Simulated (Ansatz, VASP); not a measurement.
## CsI in VASP and in Ansatz

```
Cs I
1.0
     4.59694    0.00000    0.00000
     0.00000    4.59694    0.00000
     0.00000    0.00000    4.59694
Cs I
1 1
Direct
  0.00000 0.00000 0.00000
  0.50000 0.50000 0.50000
```

Change from the starting cell: volume scaled by 1.02.

Alike in both runs: task single point; functional PBE; k mesh 6 × 6 × 6; occupations fermi-dirac, width 0.05 eV; no spin polarisation.

|  | VASP | Ansatz |
| --- | --- | --- |
| version | VASP 6.6.1 | Ansatz 0.2.0 |
| potentials or method | VASP PAW PBE potentials, release 64 (Cs_sv, I), cutoff 520 eV | all-electron LAPW, scalar-relativistic |

Ansatz gave:

```
gap on the k mesh at the Fermi level (eV) : 3.82
least direct gap on the mesh (eV)         : 3.91
pressure (GPa)                            : 0.5
```

**Question.** What did VASP give for the same quantities?

**Answer.** gap on the k mesh at the Fermi level (eV): 3.81; least direct gap on the mesh (eV): 3.90; pressure (GPa): 0.5.

Ansatz ran all-electron here, so the differences hold the error of VASP's frozen core and of both bases.

Caveats: spin-orbit coupling is left out, which moves the levels of the heavy elements. A k mesh can miss the band edges.
